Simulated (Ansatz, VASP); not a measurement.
Si: VASP beside Ansatz

```
Si
1.0
     2.48149    0.00000    0.00000
     0.00000    2.48149    0.00000
     0.00000    0.00000    2.48149
Si
1
Direct
  0.00000 0.00000 0.00000
```

Alike in both runs: task single point; functional BLYP; k mesh 14 × 14 × 14; occupations fermi-dirac, width 0.1 eV; no spin polarisation.

|  | VASP | Ansatz |
| --- | --- | --- |
| version | VASP 6.6.1 | Ansatz 0.2.0 |
| potentials or method | VASP PAW PBE potentials, release 64 (Si) | plane waves (420 eV) with PAW, scalar-relativistic |
| plane-wave cutoff (eV) | 520 | 420 |
| valence electrons in the cell | 4 | 4 |

VASP gave:

| Item | Value |
| --- | --- |
| pressure (GPa) | 14.1 |

Q: What did Ansatz give for the same quantities?

A: Pressure (GPa): 13.7.

Caveats: the PAW data sets were made with another functional, which shifts forces and pressure a little (VASP).
